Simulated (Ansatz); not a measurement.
# Coordination and 17O quadrupole coupling in BaTiO₃ at a changed volume

Cell: a structure deposited in the COD, relaxed with PBE at fixed cell and then changed (volume scaled by 0.98, ions relaxed).

```
Ba Ti O
1.0
     3.95736    0.00000    0.00000
     0.00000    2.81801    2.82670
     0.00000   -2.81801    2.82670
Ba Ti O
1 1 3
Direct
  0.00000 0.00536 0.00536
  0.50000 0.51704 0.51704
  0.00000 0.49263 0.49263
  0.50000 0.49382 0.98736
  0.50000 0.98736 0.49382
```

Atoms are numbered from 1 in the order listed; like atoms form one site, named after its first atom.

Level of theory: DFT, PBE, plane waves and PAW, scalar-relativistic, 420 eV cutoff, Γ-centred 8×8×8 k-points, Fermi–Dirac smearing 0.02 eV (Ansatz 0.2.0).

Q(17O) = -25.58 mb.

Task: Rank these O sites by |C_Q|, smallest first.
A. O4: 2 Ti at 1.88–2.12 Å, angle 175°; also 4 Ba at 2.78–2.84 Å
B. O3: 2 Ti at 1.98 Å, angle 172°; also 4 Ba at 2.75–2.90 Å

Result: A (1.25 MHz, η = 0.03), B (1.58 MHz, η = 0.02).

At O4 and O3 V_zz points along the line of its two bonds (within 3°) in each case.

At this changed cell the PBE pressure is 7 GPa.
